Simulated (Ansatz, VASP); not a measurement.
## MgS in VASP and in Ansatz

INCAR

```
SYSTEM = MgS
PREC = Accurate ; ENCUT = 520
EDIFF = 1E-6 ; ISMEAR = 0
SIGMA = 0.02 ; LREAL = .FALSE.
LASPH = .TRUE. ; NELM = 60
ALGO = Normal ; ISIF = 2
LWAVE = .FALSE. ; LCHARG = .FALSE.
GGA = PS ; NBANDS = 11
```

Contents of KPOINTS:

```
Automatic mesh
0
G
  8 8 8
  0 0 0
```

File POSCAR:

```
MgS
1.0
    0.0000000000      2.5380983696      2.5380983696
    2.5380983696      0.0000000000      2.5380983696
    2.5380983696      2.5380983696      0.0000000000
Mg S
1 1
Direct
    0.0000000000      0.0000000000      0.0000000000
    0.5000000000      0.5000000000      0.5000000000
```

Input for Ansatz:

```yaml
crystal:
  lattice:
    - [0.0, 2.5380983696, 2.5380983696]
    - [2.5380983696, 0.0, 2.5380983696]
    - [2.5380983696, 2.5380983696, 0.0]
  atoms:
    - { symbol: Mg, position: [0.0, 0.0, 0.0] }
    - { symbol: S, position: [0.5, 0.5, 0.5] }
basis:
  ecutwfc: 420
kpoints:
  mp_grid: { grid: [8, 8, 8] }
hamiltonian:
  xc: pbesol
scf:
  occupations: { method: gaussian, width: 0.02 }
output:
  forces: true
  stress: true
  eigenvalues: true
```

Alike in both runs: task single point; functional PBEsol; k mesh 8 × 8 × 8; occupations gaussian, width 0.02 eV; no spin polarisation.

```csv
,VASP,Ansatz
version,VASP 6.6.1,Ansatz 0.2.0
potentials or method,"VASP PAW PBE potentials, release 64 (Mg, S)","scalar-relativistic, plane waves, PAW"
plane-wave cutoff (eV),520,420
valence electrons in the cell,8,16
```

|  | VASP | Ansatz | Ansatz less VASP |
| --- | --- | --- | --- |
| gap on the k mesh at the Fermi level (eV) | 2.85 | 2.85 | -0.008 |
| least direct gap on the mesh (eV) | 4.20 | 4.20 | -0.003 |
| pressure (GPa) | 5.3 | 5.5 | +0.18 |

The functional is the same, so the differences come from potentials, cutoffs and numerics. The two sets of potentials don't hold the same shells in valence.

Caveats: the PAW data sets were made with another functional, which shifts forces and pressure a little (VASP). A k mesh can miss the band edges. PBEsol gaps usually lie below the measured ones, often by a third to a half.
